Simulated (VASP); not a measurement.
# B (P1) in VASP: single point with PBEsol

Aim: the single point of B with PBEsol.

Program: VASP 6.6.1. These are calculated values, not measurements. Logs are shortened: lines on timing, memory, paths and dates and some standing lists are left out, and cuts for length are marked.

## Step 1: The structure

The typed cell holds 12 atoms: a = 2.924 Å, b = 5.759 Å, c = 5.896 Å, α = 100.15°, β = 90.25°, γ = 103.83°.

## Step 2: Single point, PBEsol

The input, INCAR:

```
PREC = Accurate ; ENCUT = 520
EDIFF = 1E-7 ; ISMEAR = 0
SIGMA = 0.1 ; LREAL = False
LASPH = True ; NELM = 100
ALGO = Fast ; ISIF = 2
LWAVE = False ; LCHARG = False
GGA = PS ; NBANDS = 30
```

The input, KPOINTS:

```
regular mesh
0
Gamma
  6 4 4
```

The input, POSCAR:

```
B
1.0
    2.9243305020      0.0000000000      0.0000000000
   -1.3766687025      5.5921116456      0.0000000000
   -0.0262084502     -1.0768102271      5.7965602730
B
12
Direct
    0.6532878800      0.6147294500      0.5996229400
    0.8673847700      0.0766951600      0.0116197000
    0.2871836500      0.9166679200      0.9831519600
    0.5216710800      0.3620809500      0.3889769700
    0.7159223900      0.8670544000      0.1902587600
    0.1656976600      0.6538722300      0.7528114200
    0.7277629900      0.8979064100      0.7400325700
    0.8397873200      0.9492606100      0.4741196800
    0.1608931800      0.6237289000      0.0451577300
    0.0280291700      0.3675553700      0.1577650100
    0.3981913500      0.0816985600      0.4505145900
    0.6271355900      0.5666050100      0.2219756900
```

Potentials or basis: VASP PAW PBE potentials, release 64 (B).

Run with:

```sh
> cat potpaw_PBE.64/B/POTCAR > POTCAR
> mpirun -np 1 vasp_std > vasp.out
```

OUTCAR:

```text
PREC = Accurate
   ENCUT = 520
   EDIFF = 1E-7
   ISMEAR = 0
   LREAL = False
   LASPH = True
   NELM = 100
   ISIF = 2
   GGA = PS

 ion  position               nearest neighbor table
   1  0.653  0.615  0.600-   7 1.66   6 1.69   4 1.70   6 1.73   8 2.14
   2  0.867  0.077  0.012-   3 1.69  10 1.70   3 1.72   5 1.72   7 1.73
   3  0.287  0.917  0.983-   2 1.69   2 1.72   9 1.74   6 1.81   5 1.85   7 1.94   5 2.07   7 2.14

   4  0.522  0.362  0.389-  12 1.64  11 1.67   1 1.70  10 1.99  10 2.02
   5  0.716  0.867  0.190-   8 1.67   2 1.72  12 1.73   3 1.85   9 1.95   3 2.07  11 2.15
   6  0.166  0.654  0.753-   1 1.69   1 1.73   9 1.76   3 1.81   7 1.90   7 2.13
   7  0.728  0.898  0.740-   1 1.66   8 1.67   2 1.73   6 1.90   3 1.94   6 2.13   3 2.14
   8  0.840  0.949  0.474-  11 1.65   7 1.67  11 1.67   5 1.67   1 2.14
   9  0.161  0.624  0.045-  10 1.69   3 1.74   6 1.76  12 1.84  12 1.88   5 1.95
  10  0.028  0.368  0.158-   9 1.69   2 1.70  12 1.82  12 1.85   4 1.99   4 2.02
  11  0.398  0.082  0.451-   8 1.65   8 1.67   4 1.67   5 2.15
  12  0.627  0.567  0.222-   4 1.64   5 1.73  10 1.82   9 1.84  10 1.85   9 1.88

  LATTYP: Found a triclinic cell.
 ALAT       =     5.8023245085
 B/A-ratio  =     0.5039929252
 C/A-ratio  =     1.0161079687
 COS(alpha) =     0.0044452836
 COS(beta)  =     0.1772093859
 COS(gamma) =     0.2667313414

  Lattice vectors:

 A1 = (   1.5476617995,   5.5921116456,   0.0000000000)
 A2 = (   2.9243305020,   0.0000000000,   0.0000000000)
 A3 = (   0.0262084502,   1.0768102271,  -5.7965602730)

Analysis of symmetry for initial positions (statically):
=====================================================================
 Subroutine PRICEL returns:
 Original cell was already a primitive cell.

 Routine SETGRP: Setting up the symmetry group for a
 triclinic supercell.

 Subroutine GETGRP returns: Found  1 space group operations
 (whereof  1 operations were pure point group operations)
 out of a pool of  2 trial point group operations.

The static configuration has the point symmetry C_1 .

Analysis of symmetry for dynamics (positions and initial velocities):
=====================================================================
 Subroutine PRICEL returns:
 Original cell was already a primitive cell.

 Routine SETGRP: Setting up the symmetry group for a
 triclinic supercell.

 Subroutine GETGRP returns: Found  1 space group operations
 (whereof  1 operations were pure point group operations)
 out of a pool of  2 trial point group operations.

The dynamic configuration has the point symmetry C_1 .

 Subroutine INISYM returns: Found  1 space group operations
 (whereof  1 operations are pure point group operations),
 and found     1 'primitive' translations

----------------------------------------------------------------------------------------

                                     Primitive cell

  volume of cell :      94.7922

  direct lattice vectors                    reciprocal lattice vectors
     2.924330502  0.000000000  0.000000000     0.341958612  0.084183534  0.017184656
    -1.376668702  5.592111646  0.000000000     0.000000000  0.178823325  0.033219492
    -0.026208450 -1.076810227  5.796560273     0.000000000  0.000000000  0.172516105

  length of vectors
     2.924330502  5.759073656  5.895788170     0.352587397  0.181882699  0.172516105

  position of ions in fractional coordinates (direct lattice)
     0.653287880  0.614729450  0.599622940
     0.867384770  0.076695160  0.011619700
     0.287183650  0.916667920  0.983151960
     0.521671080  0.362080950  0.388976970
     0.715922390  0.867054400  0.190258760
     0.165697660  0.653872230  0.752811420
     0.727762990  0.897906410  0.740032570
     0.839787320  0.949260610  0.474119680
     0.160893180  0.623728900  0.045157730
     0.028029170  0.367555370  0.157765010
     0.398191350  0.081698560  0.450514590
     0.627135590  0.566605010  0.221975690

  ion indices of the primitive-cell ions
   primitive index   ion index
                 1           1
                 2           2
                 3           3
                 4           4
                 5           5
                 6           6
                 7           7
                 8           8
                 9           9
                10          10
                11          11
                12          12

----------------------------------------------------------------------------------------

 KPOINTS: regular mesh

Automatic generation of k-mesh.
 Grid dimensions read from file:
 generate k-points for:    6    4    4

 Generating k-lattice:

  Cartesian coordinates                     Fractional coordinates (reciprocal lattice)
     0.056993102  0.014030589  0.002864109     0.166666667  0.000000000  0.000000000
     0.000000000  0.044705831  0.008304873     0.000000000  0.250000000  0.000000000
     0.000000000  0.000000000  0.043129026     0.000000000  0.000000000  0.250000000

  Length of vectors
     0.058764566  0.045470675  0.043129026

  Shift w.r.t. Gamma in fractional coordinates (k-lattice)
     0.000000000  0.000000000  0.000000000

 Subroutine IBZKPT returns following result:
 ===========================================

 Found     52 irreducible k-points:

 Following reciprocal coordinates:
            Coordinates               Weight
  0.000000  0.000000  0.000000      1.000000
  0.166667 -0.000000  0.000000      2.000000
  0.333333 -0.000000  0.000000      2.000000
  0.500000 -0.000000  0.000000      1.000000
  0.000000  0.250000  0.000000      2.000000
  0.166667  0.250000  0.000000      2.000000
[... 16 lines left out ...]
  0.333333  0.250000  0.250000      2.000000
  0.500000  0.250000  0.250000      2.000000
 [... further k-points ...]
   k-points           NKPTS =     52   k-points in BZ     NKDIM =     52   number of bands    NBANDS=     30
   number of dos      NEDOS =    301   number of ions     NIONS =     12
   total plane-waves  NPLWV =  55296
   dimension x,y,z NGX =    24 NGY =   48 NGZ =   48
   dimension x,y,z NGXF=    48 NGYF=   96 NGZF=   96
   ions per type =              12
   NGX,Y,Z   is equivalent  to a cutoff of  13.64, 13.86, 13.53 a.u.
   NGXF,Y,Z  is equivalent  to a cutoff of  27.29, 27.71, 27.07 a.u.
 SYSTEM =  unknown system
   PREC   = accura    normal or accurate (medium, high low for compatibility)
   ISTART =      0    job   : 0-new  1-cont  2-samecut
   ICHARG =      2    charge: 1-file 2-atom 10-const
   ISPIN  =      1    spin polarized calculation?
   LNONCOLLINEAR =      F non collinear calculations
   LSORBIT =      F    spin-orbit coupling
   LASPH  =      T    aspherical Exc in radial PAW
   ENCUT  =  520.0 eV  38.22 Ry    6.18 a.u.   5.44 10.71 10.96*2*pi/ulx,y,z
   NELM   =    100;   NELMIN=  2; NELMDL= -5     # of ELM steps
   EDIFF  = 0.1E-06   stopping-criterion for ELM
   LREAL  =      F    real-space projection
   EDIFFG = 0.1E-05   stopping-criterion for IOM
   NSW    =      0    number of steps for IOM
   IBRION =     -1    ionic relax: 0-MD 1-quasi-New 2-CG
   NFREE  =      0    steps in history (QN), initial steepest desc. (CG)
   ISIF   =      2    stress and relaxation
   ISYM   =      2    0-nonsym 1-usesym 2-fastsym
   POTIM  = 0.5000    time-step for ionic-motion
   TEBEG  =    0.0;   TEEND  =   0.0 temperature during run
   PSTRESS=    0.0 pullay stress
   NELECT =      36.0000    total number of electrons
   NUPDOWN=      -1.0000    fix difference up-down
   EMIN   =  10.00;   EMAX   =-10.00  energy-range for DOS
   EFERMI =   0.00;   METHOD = LEGACY
   ISMEAR =     0;   SIGMA  =   0.10  broadening in eV -4-tet -1-fermi 0-gaus
   EFERMI_NEDOS =   21; number of points for ismear=-14 and -15
   IALGO  =     68    algorithm
   IMIX   =      4    mixing-type and parameters
     AMIX     =   0.40;   BMIX     =  1.00
     AMIX_MAG =   1.60;   BMIX_MAG =  1.00
  volume/ion in A,a.u.               =       7.90        53.31
  Fermi-wavevector in a.u.,A,eV,Ry     =   1.185545  2.240356 19.123225  1.405517
  Thomas-Fermi vector in A             =   2.321737
   LORBIT       =      0    0 simple, 1 ext, 2 COOP (PROOUT), +10 PAW based schemes
   GGA     = PS    functional components
   LHFCALC =     F    Hartree Fock is set to
   AEXX    =    0.0000 exact exchange contribution
   IVDW    =     0    specifies the selected vdW correction
   LEPSILON=     F    determine dielectric tensor
   LRPA    =     F    only Hartree local field effects (RPA)
 non-spin polarized calculation
 RMM-DIIS sequential band-by-band and
 Gauss-broadening in eV      SIGMA  =   0.10
  energy-cutoff  :      520.00
  volume of cell :       94.79
 maximum number of plane-waves:      2572
 NGX is ok and might be reduce to    24
   NGX = 11   NGY = 21   NGZ = 21

 number of electron      36.0000000 magnetization

 Free energy of the ion-electron system (eV)
  ---------------------------------------------------
  ext. energy  EPLUGINS =         0.00000000
  ---------------------------------------------------
  free energy    TOTEN  =       -80.69285846 eV

  energy without entropy =      -80.68299150  energy(sigma->0) =      -80.68792498

 E-fermi :   4.9924     XC(G=0): -11.1912

 val. band max:        4.9773852539   @ k =   0.1667   0.2500   0.0000
 cond. band min:       5.0159176664   @ k =  -0.3333   0.2500   0.0000
 fundamental gap:      0.0385324125
 Fermi energy:         4.9924406756

 k-point     1 :       0.0000    0.0000    0.0000
  band No.  band energies     occupation
      1     -10.6423      2.00000
      2      -7.9153      2.00000
      3      -6.8576      2.00000
      4      -6.1581      2.00000
      5      -5.3481      2.00000
      6      -3.1361      2.00000
[... 22 lines left out ...]
     29      12.3819      0.00000
     30      12.7892      0.00000
[... 728 lines left out ...]
  band No.  band energies     occupation
      1      -7.4744      2.00000
      2      -6.6891      2.00000
      3      -5.8335      2.00000
      4      -5.0113      2.00000
      5      -4.4517      2.00000
      6      -3.2936      2.00000
[... 22 lines left out ...]
     29      13.0398      0.00000
     30      13.5324      0.00000

 [... further k-points ...]

------------------------ aborting loop because EDIFF is reached ----------------------------------------

  FORCE on cell =-STRESS in cart. coord.  units (eV):
  Direction    XX          YY          ZZ          XY          YZ          ZX
  --------------------------------------------------------------------------------------
  -------------------------------------------------------------------------------------
  Total       -0.8765582      0.8554209     -0.2615861     -0.0063328     -0.4408258      0.1763227
  in kB      -14.8155813     14.4583187     -4.4213259     -0.1070363     -7.4508350      2.9802054
  external PRESSURE =      -1.5928628 kB  Pullay stress =       0.0000000 kB

 VOLUME and BASIS-vectors are now :
 -----------------------------------------------------------------------------
  energy-cutoff  :      520.00
  volume of cell :       94.79
      direct lattice vectors                 reciprocal lattice vectors
     2.924330502  0.000000000  0.000000000     0.341958612  0.084183534  0.017184656
    -1.376668702  5.592111646  0.000000000     0.000000000  0.178823325  0.033219492
    -0.026208450 -1.076810227  5.796560273     0.000000000  0.000000000  0.172516105

 POSITION                                       TOTAL-FORCE (eV/Angst)
 -----------------------------------------------------------------------------------
      1.04844      2.79196      3.47575        -0.067472      0.102758     -0.389604
      2.43063      0.41638      0.06735        -0.087360      0.256250      0.114148
     -0.44790      4.06744      5.69890        -0.032600      0.060842     -0.094222
      1.01688      1.60594      2.25473        -0.008256     -0.229011     -0.143345
      0.89496      4.64379      1.10285         0.117431      0.050215     -0.093846
     -0.43534      2.84589      4.36372         0.016671      0.115774      0.162750
      0.87270      4.22432      4.28964         0.035991     -0.126368      0.083905
      1.13657      4.79783      2.74826        -0.013327     -0.324265      0.030352
     -0.38935      3.43934      0.26176        -0.053408      0.014201      0.076962
     -0.42817      1.88553      0.91449         0.019624     -0.080316      0.272463
      1.04016     -0.02825      2.61143         0.074783     -0.044365     -0.078411
      1.04811      2.92949      1.28670        -0.002076      0.204284      0.058849
 -----------------------------------------------------------------------------------
    total drift:                               -0.000004      0.000025     -0.000034

  FREE ENERGIE OF THE ION-ELECTRON SYSTEM (eV)
  ---------------------------------------------------
  free  energy   TOTEN  =       -80.6928584575 eV

  energy  without entropy=      -80.6829915026  energy(sigma->0) =      -80.68792498
```

It took 70 s on 1 thread of Intel Xeon 6975P-C (Granite Rapids), shared host; peak memory 0.26 GiB.

Results:

```
Free energy            : -80.6929 eV
Pressure               : -0.2 GPa
Largest force          : 0.409 eV/Å
Band gap on the k mesh : none (metal or under the smearing width)
```

Forces on the atoms (eV/Å):
```
B   -0.067  0.103 -0.390
B   -0.087  0.256  0.114
B   -0.033  0.061 -0.094
B   -0.008 -0.229 -0.143
B    0.117  0.050 -0.094
B    0.017  0.116  0.163
B    0.036 -0.126  0.084
B   -0.013 -0.324  0.030
B   -0.053  0.014  0.077
B    0.020 -0.080  0.272
B    0.075 -0.044 -0.078
B   -0.002  0.204  0.059
```

Stress tensor (GPa, compression positive):
```
-1.48 -0.01  0.30
-0.01  1.45 -0.75
 0.30 -0.75 -0.44
```

Caveat: the k mesh is coarse (spacing up to 0.37 Å⁻¹), so the values aren't converged; the PAW data sets were made with another functional, which shifts forces and pressure a little.
